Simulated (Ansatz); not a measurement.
A crystal relaxed with r2SCAN in Ansatz has space group P4_2/mnm (No. 136) and a = 4.185 Å, c = 2.669 Å.

```tsv
atom	site	x	y	z
Si	2a	0.0000	0.0000	0.0000
Xx	4f	0.3061	0.3061	0.0000
```

With r2SCAN the gap is 6.51 eV and direct, at Γ. The HSE06 gap is direct at Γ: 7.66 eV. The PBE gap is direct at Γ: 5.56 eV. Meshes: r2SCAN 6×6×10, HSE06 4×4×6, PBE 6×6×10. r2SCAN's ε∞ is 3.2 along x and y, 3.4 along z.

Question: Which element is Xx?
A. Se
B. O
C. S
D. Te

Answer: B. Xx is O: SiO₂ in the rutile structure. Si has 6 O at 1.76–1.81 Å; O has 3 Si at 1.76–1.81 Å.

Calculated for a static, non-magnetic cell.

The meshes of the hybrids are coarse, so their gaps aren't converged to the digits shown.
